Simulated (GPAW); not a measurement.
Crystal: NaF (Villiaumite).

```
Na F
1.0
     0.00000    2.32000    2.32000
     2.32000    0.00000    2.32000
     2.32000    2.32000    0.00000
Na F
1 1
Cartesian
  0.0000 0.0000 0.0000
  2.3200 2.3200 2.3200
```

Base run:

| Property | Result |
| --- | --- |
| Program | GPAW 26.7.0 |
| Functional | GLLB-SC |
| Potentials or basis | the program's PAW data sets (release 1.2.1) made for this functional |
| Cutoff | 650 eV |
| Basis | pw |
| k mesh | 8 × 8 × 8 |
| Occupations | fermi-dirac, width 0.05 eV |
| Spin | no spin polarisation |

Its results: band gap on the k mesh, kohn-sham part alone 8.68 eV, direct.

Task: The run is repeated on the same cell with these changes: functional from GLLB-SC to LDA; potentials or basis from the program's PAW data sets (release 1.2.1) made for this functional to the program's PAW data sets (release 1.2.1) made for this functional, other valence; valence electrons from 14 to 8. What comes out?

Result: Band gap on the k mesh 5.87 eV, direct.

Caveats: a model potential gives levels but no total energy (some runs).

A k mesh can miss the band edges.

Not every run made on this cell is shown here.
